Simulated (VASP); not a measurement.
# Ge (Fd-3m) in VASP: notebook

The runs below take Ge through single point, with PBEsol.

Everything below comes from runs of VASP 6.6.1. Logs are shortened: lines on timing, memory, paths and dates and some standing lists are left out, and cuts for length are marked.

**1. The undisturbed crystal**

Symmetry: Fd-3m, No. 227, cubic system. The conventional cell has a = 5.658 Å, b = 5.658 Å, c = 5.658 Å, α = 90.00°, β = 90.00°, γ = 90.00°. Ge (site symmetry -43m) is surrounded by 4 Ge at 2.45 Å.

**2. Single point, PBEsol (grid = ENCUT=350 dk=0.45 cell=3x3x2 ISMEAR=0 SIGMA=0.2 LREAL=Auto EDIFF=1e-06)**

Contents of INCAR:

```
  ALGO = Fast
  EDIFF = 1E-6
  ENCUT = 350
  GGA = PS
  ISIF = 2
  ISMEAR = 0
  KPAR = 2
  LASPH = T
  LCHARG = F
  LREAL = Auto
  LWAVE = F
  NBANDS = 264
  NCORE = 1
  NELM = 120
  PREC = Accurate
  SIGMA = 0.2
```

Contents of KPOINTS:

```
k-points
0
Gamma
  2 2 3
```

Contents of POSCAR:

```
Ge
1.0
    0.0000000000      8.4867300000      8.4867300000
    8.4867300000      0.0000000000      8.4867300000
    5.6578200000      5.6578200000      0.0000000000
Ge
36
Direct
    0.2500000000      0.2500000000      0.3750000000
    0.2500000000      0.2500000000      0.8750000000
    0.2500000000      0.5833333333      0.3750000000
    0.2500000000      0.5833333333      0.8750000000
    0.2500000000      0.9166666667      0.3750000000
    0.2500000000      0.9166666667      0.8750000000
    0.5833333333      0.2500000000      0.3750000000
    0.5833333333      0.2500000000      0.8750000000
    0.5833333333      0.5833333333      0.3750000000
    0.5833333333      0.5833333333      0.8750000000
    0.5833333333      0.9166666667      0.3750000000
    0.5833333333      0.9166666667      0.8750000000
    0.9166666667      0.2500000000      0.3750000000
    0.9166666667      0.2500000000      0.8750000000
    0.9166666667      0.5833333333      0.3750000000
    0.9166666667      0.5833333333      0.8750000000
    0.9166666667      0.9166666667      0.3750000000
    0.9166666667      0.9166666667      0.8750000000
    0.1666666667      0.1666666667      0.2500000000
    0.1666666667      0.1666666667      0.7500000000
    0.1666666667      0.5000000000      0.2500000000
    0.1666666667      0.5000000000      0.7500000000
    0.1666666667      0.8333333333      0.2500000000
    0.1666666667      0.8333333333      0.7500000000
    0.5000000000      0.1666666667      0.2500000000
    0.5000000000      0.1666666667      0.7500000000
    0.5000000000      0.5000000000      0.2500000000
    0.5000000000      0.5000000000      0.7500000000
    0.5000000000      0.8333333333      0.2500000000
    0.5000000000      0.8333333333      0.7500000000
    0.8333333333      0.1666666667      0.2500000000
    0.8333333333      0.1666666667      0.7500000000
    0.8333333333      0.5000000000      0.2500000000
    0.8333333333      0.5000000000      0.7500000000
    0.8333333333      0.8333333333      0.2500000000
    0.8333333333      0.8333333333      0.7500000000
```

Potentials or basis: VASP PAW PBE potentials, release 64 (Ge_d).

Started as:

```sh
$ cat potpaw_PBE.64/Ge_d/POTCAR > POTCAR
$ mpirun -np 4 vasp_std > vasp.out
```

OUTCAR:

```text
EDIFF = 1E-6
   ENCUT = 350
   GGA = PS
   ISIF = 2
   ISMEAR = 0
   LASPH = T
   LREAL = Auto
   NELM = 120
   PREC = Accurate

 Found      6 irreducible k-points:

 Following reciprocal coordinates:
            Coordinates               Weight
  0.000000  0.000000  0.000000      1.000000
  0.500000  0.000000  0.000000      2.000000
  0.500000  0.500000  0.000000      1.000000
  0.000000  0.000000  0.333333      2.000000
  0.500000  0.000000  0.333333      4.000000
  0.500000  0.500000  0.333333      2.000000
   k-points           NKPTS =      6   k-points in BZ     NKDIM =      6   number of bands    NBANDS=    264
   number of dos      NEDOS =    301   number of ions     NIONS =     36
   total plane-waves  NPLWV = 320000
   dimension x,y,z NGX =    80 NGY =   80 NGZ =   50
   dimension x,y,z NGXF=   160 NGYF=  160 NGZF=  100
   ions per type =              36
   NGX,Y,Z   is equivalent  to a cutoff of  11.08, 11.08, 10.39 a.u.
   NGXF,Y,Z  is equivalent  to a cutoff of  22.16, 22.16, 20.78 a.u.
 SYSTEM =  unknown system
   PREC   = accura    normal or accurate (medium, high low for compatibility)
   ISTART =      0    job   : 0-new  1-cont  2-samecut
   ICHARG =      2    charge: 1-file 2-atom 10-const
   ISPIN  =      1    spin polarized calculation?
   LNONCOLLINEAR =      F non collinear calculations
   LSORBIT =      F    spin-orbit coupling
   LASPH  =      T    aspherical Exc in radial PAW
   ENCUT  =  350.0 eV  25.72 Ry    5.07 a.u.  18.31 18.31 12.21*2*pi/ulx,y,z
   NELM   =    120;   NELMIN=  2; NELMDL= -5     # of ELM steps
   EDIFF  = 0.1E-05   stopping-criterion for ELM
   LREAL  =      T    real-space projection
   EDIFFG = 0.1E-04   stopping-criterion for IOM
   NSW    =      0    number of steps for IOM
   IBRION =     -1    ionic relax: 0-MD 1-quasi-New 2-CG
   NFREE  =      0    steps in history (QN), initial steepest desc. (CG)
   ISIF   =      2    stress and relaxation
   ISYM   =      2    0-nonsym 1-usesym 2-fastsym
   POTIM  = 0.5000    time-step for ionic-motion
   TEBEG  =    0.0;   TEEND  =   0.0 temperature during run
   PSTRESS=    0.0 pullay stress
   NELECT =     504.0000    total number of electrons
   NUPDOWN=      -1.0000    fix difference up-down
   EMIN   =  10.00;   EMAX   =-10.00  energy-range for DOS
   EFERMI =   0.00;   METHOD = LEGACY
   ISMEAR =     0;   SIGMA  =   0.20  broadening in eV -4-tet -1-fermi 0-gaus
   EFERMI_NEDOS =   21; number of points for ismear=-14 and -15
   IALGO  =     68    algorithm
   IMIX   =      4    mixing-type and parameters
     AMIX     =   0.40;   BMIX     =  1.00
     AMIX_MAG =   1.60;   BMIX_MAG =  1.00
  volume/ion in A,a.u.               =      22.64       152.78
  Fermi-wavevector in a.u.,A,eV,Ry     =   1.394756  2.635708 26.468033  1.945346
  Thomas-Fermi vector in A             =   2.518275
   LORBIT       =      0    0 simple, 1 ext, 2 COOP (PROOUT), +10 PAW based schemes
   GGA     = PS    functional components
   LHFCALC =     F    Hartree Fock is set to
   AEXX    =    0.0000 exact exchange contribution
   IVDW    =     0    specifies the selected vdW correction
   LEPSILON=     F    determine dielectric tensor
   LRPA    =     F    only Hartree local field effects (RPA)
 non-spin polarized calculation
 RMM-DIIS sequential band-by-band and
 Gauss-broadening in eV      SIGMA  =   0.20
  energy-cutoff  :      350.00
  volume of cell :      815.00
 maximum number of plane-waves:     12144
 NGX is ok and might be reduce to    80
   NGX = 37   NGY = 37   NGZ = 25

 number of electron     504.0000021 magnetization

 Free energy of the ion-electron system (eV)
  ---------------------------------------------------
  ext. energy  EPLUGINS =         0.00000000
  ---------------------------------------------------
  free energy    TOTEN  =      -176.97886304 eV

  energy without entropy =     -176.91011016  energy(sigma->0) =     -176.94448660

 E-fermi :   4.8760     XC(G=0): -10.1237

 val. band max:        4.8683298667   @ k =   0.0000   0.0000   0.0000
 cond. band min:       4.9902036128   @ k =   0.0000   0.0000   0.0000
 fundamental gap:      0.1218737461
 Fermi energy:         4.8760038987

 k-point     1 :       0.0000    0.0000    0.0000
  band No.  band energies     occupation
      1     -19.9261      2.00000
      2     -19.9261      2.00000
      3     -19.9237      2.00000
      4     -19.9237      2.00000
      5     -19.9177      2.00000
      6     -19.9177      2.00000
[... 256 lines left out ...]
    263       5.8500      0.00000
    264       6.2257      0.00000

 k-point     2 :       0.5000    0.0000    0.0000
  band No.  band energies     occupation
      1     -19.9190      2.00000
      2     -19.9190      2.00000
      3     -19.9190      2.00000
      4     -19.9190      2.00000
      5     -19.9177      2.00000
      6     -19.9177      2.00000
[... 256 lines left out ...]
    263       6.5440      0.00000
    264       6.5772      0.00000

 k-point     3 :       0.5000    0.5000    0.0000
  band No.  band energies     occupation
      1     -19.9237      2.00000
      2     -19.9237      2.00000
      3     -19.9177      2.00000
      4     -19.9177      2.00000
      5     -19.9177      2.00000
      6     -19.9177      2.00000
[... 256 lines left out ...]
    263       6.4651      0.00000
    264       6.5377      0.00000

 k-point     4 :       0.0000    0.0000    0.3333
  band No.  band energies     occupation
      1     -19.9261      2.00000
      2     -19.9261      2.00000
      3     -19.9261      2.00000
      4     -19.9261      2.00000
      5     -19.9261      2.00000
      6     -19.9237      2.00000
[... 256 lines left out ...]
    263       6.5368      0.00000
    264       6.6235      0.00000

 k-point     5 :       0.5000    0.0000    0.3333
  band No.  band energies     occupation
      1     -19.9237      2.00000
      2     -19.9237      2.00000
      3     -19.9237      2.00000
      4     -19.9190      2.00000
      5     -19.9190      2.00000
      6     -19.9177      2.00000
[... 256 lines left out ...]
    263       7.4928      0.00000
    264       7.5011      0.00000

 k-point     6 :       0.5000    0.5000    0.3333
  band No.  band energies     occupation
      1     -19.9237      2.00000
      2     -19.9237      2.00000
      3     -19.9190      2.00000
      4     -19.9190      2.00000
      5     -19.9190      2.00000
      6     -19.9190      2.00000
[... 256 lines left out ...]
    263       7.5132      0.00000
    264       7.5567      0.00000

------------------------ aborting loop because EDIFF is reached ----------------------------------------

  FORCE on cell =-STRESS in cart. coord.  units (eV):
  Direction    XX          YY          ZZ          XY          YZ          ZX
  --------------------------------------------------------------------------------------
  -------------------------------------------------------------------------------------
  Total        2.8350810      2.8350810      2.8345832      0.0007811     -0.0006888     -0.0006891
  in kB        5.5733479      5.5733479      5.5723693      0.0015356     -0.0013541     -0.0013546
  external PRESSURE =       5.5730217 kB  Pullay stress =       0.0000000 kB

 VOLUME and BASIS-vectors are now :
 -----------------------------------------------------------------------------
  energy-cutoff  :      350.00
  volume of cell :      815.00
      direct lattice vectors                 reciprocal lattice vectors
     0.000000000  8.486730000  8.486730000    -0.058915507  0.058915507  0.058915507
     8.486730000  0.000000000  8.486730000     0.058915507 -0.058915507  0.058915507
     5.657820000  5.657820000  0.000000000     0.088373260  0.088373260 -0.088373260

 POSITION                                       TOTAL-FORCE (eV/Angst)
 -----------------------------------------------------------------------------------
      4.24336      4.24336      4.24336        -0.000013     -0.000013     -0.000044
      7.07227      7.07227      4.24336        -0.000013     -0.000013     -0.000044
      7.07227      4.24336      7.07227        -0.000013     -0.000013     -0.000044
      9.90118      7.07227      7.07227        -0.000013     -0.000013     -0.000044
      9.90119      4.24336      9.90119        -0.000013     -0.000013     -0.000044
     12.73010      7.07227      9.90119        -0.000013     -0.000013     -0.000044
[... 28 lines left out ...]
      8.48673      8.48673     14.14455         0.000013      0.000013      0.000044
     11.31564     11.31564     14.14455         0.000013      0.000013      0.000044
 -----------------------------------------------------------------------------------
    total drift:                                0.000675      0.000675     -0.000689

  FREE ENERGIE OF THE ION-ELECTRON SYSTEM (eV)
  ---------------------------------------------------
  free  energy   TOTEN  =      -176.9788630435 eV

  energy  without entropy=     -176.9101101567  energy(sigma->0) =     -176.94448660
```

It took 10 min on 4 MPI ranks of Intel Xeon 6975P-C (Granite Rapids), shared host; peak memory 0.62 GiB.

The run converged, but some of its settings lie outside the range that counts as converged, so its numbers aren't taken as properties of the crystal.

What came out:

* Free energy: -176.9789 eV
* Band gap on the k mesh: none (metal or under the smearing width)

Caveat: the cutoff is under 1.25 times the usual one of these potentials, so pressure, stress and relaxed cells hold a basis-set (Pulay) error; the PAW data sets were made with another functional, which shifts forces and pressure a little.

**3. Single point, PBEsol (grid = ENCUT=350 dk=0.45 cell=3x3x2 ISMEAR=0 SIGMA=0.05 LREAL=Auto EDIFF=0.0001)**

Edit INCAR of step 2 so:

```diff
@@ -1,3 +1,3 @@
   ALGO = Fast
-  EDIFF = 1E-6
+  EDIFF = 1E-4
   ENCUT = 350
@@ -15,2 +15,2 @@
   PREC = Accurate
-  SIGMA = 0.2
+  SIGMA = 0.05
```

KPOINTS is that of step 2.

POSCAR is that of step 2.

Potentials or basis: VASP PAW PBE potentials, release 64 (Ge_d).

Started as:

```sh
$ cat potpaw_PBE.64/Ge_d/POTCAR > POTCAR
$ mpirun -np 4 vasp_std > vasp.out
```

It took 7.1 min on 4 MPI ranks of Intel Xeon 6975P-C (Granite Rapids), shared host; peak memory 0.61 GiB.

These settings aren't checked as converged: the numbers below hold their error.

Results:

```
Free energy            : -176.9382 eV
Band gap on the k mesh : none (metal or under the smearing width)
```

Caveat: the cutoff is under 1.25 times the usual one of these potentials, so pressure, stress and relaxed cells hold a basis-set (Pulay) error; the PAW data sets were made with another functional, which shifts forces and pressure a little.

**4. Single point, PBEsol (grid = ENCUT=500 dk=0.45 cell=3x3x2 ISMEAR=0 SIGMA=0.05 LREAL=Auto EDIFF=1e-06)**

Edit INCAR of step 3 so:

```diff
@@ -1,4 +1,4 @@
   ALGO = Fast
-  EDIFF = 1E-4
-  ENCUT = 350
+  EDIFF = 1E-6
+  ENCUT = 500
   GGA = PS
```

KPOINTS is that of step 3.

POSCAR is that of step 3.

Started as:

```sh
$ cat potpaw_PBE.64/Ge_d/POTCAR > POTCAR
$ mpirun -np 4 vasp_std > vasp.out
```

Wall time 15 min (4 MPI ranks of Intel Xeon 6975P-C (Granite Rapids), shared host); peak memory 0.87 GiB.

These settings aren't checked as converged: the numbers below hold their error.

What came out:

| Item | Value |
| --- | --- |
| Free energy | -176.8977 eV |
| Pressure | 0.5 GPa |
| Band gap on the k mesh | none (metal or under the smearing width) |

Caveat: the PAW data sets were made with another functional, which shifts forces and pressure a little.

**5. For comparison**

An earlier run on the cell as given: functional PBEsol; potentials or basis VASP PAW PBE potentials, release 64 (Ge_d); cutoff 520 eV; k mesh 8 × 8 × 8; occupations fermi-dirac, width 0.05 eV; no spin polarisation.

* Pressure: 0.5 GPa
* Band gap on the k mesh: none (metal or under the smearing width)
